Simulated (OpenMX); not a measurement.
TiTe2 under changes of volume

One of the cells (26.760 Å³/atom); the others are scaled copies at fixed shape and fractional positions:

```
Te Ti
1.0
     3.77700    0.00000    0.00000
    -1.88850    3.27098    0.00000
     0.00000    0.00000    6.49800
Te Ti
2 1
Direct
  0.33333 0.66667 0.73720
  0.66667 0.33333 0.26280
  0.00000 0.00000 0.00000
```

```yaml
Program: OpenMX 3.8.5
Functional: LDA
Potentials_or_basis: OpenMX 2013 LDA set, Te7.0-s3p2d2f1, Ti7.0-s3p2d2, fixed grid of 45 × 45 × 90 points
k_mesh: 9 × 9 × 5
Occupations: fermi-dirac, width 0.05 eV
Spin: no spin polarisation
```

```tsv
volume (Å³/atom)	energy over the lowest point (meV/atom)	largest force (eV/Å)
25.154	0.00	0.345
25.689	0.43	0.179
26.225	6.06	0.039
26.760	16.24	0.221
27.295	30.46	0.335
27.830	?	?
28.365	69.49	0.667
```

Problem. What does the run at 27.830 Å³/atom give?

Solution. Energy over the lowest point 48.36 meV/atom; largest force 0.485 eV/Å.

Worked out: A Birch-Murnaghan fit of order 3 (a polynomial in V^(-2/3)) to the other rows has its minimum at 25.37 Å³/atom with B0 = V·E''(V) = 78 GPa and B' = 4.5 at fixed shape and positions, which overstates the stiffness. It gives 48.36 meV/atom at 27.830 Å³/atom, against the run's 48.36.

Energies are extrapolated to zero smearing.

Caveats: the basis has few d functions beyond the semicore shells, which can make volumes several per cent too large; the basis of atomic orbitals isn't converged, which shifts pressures, moduli and gaps.
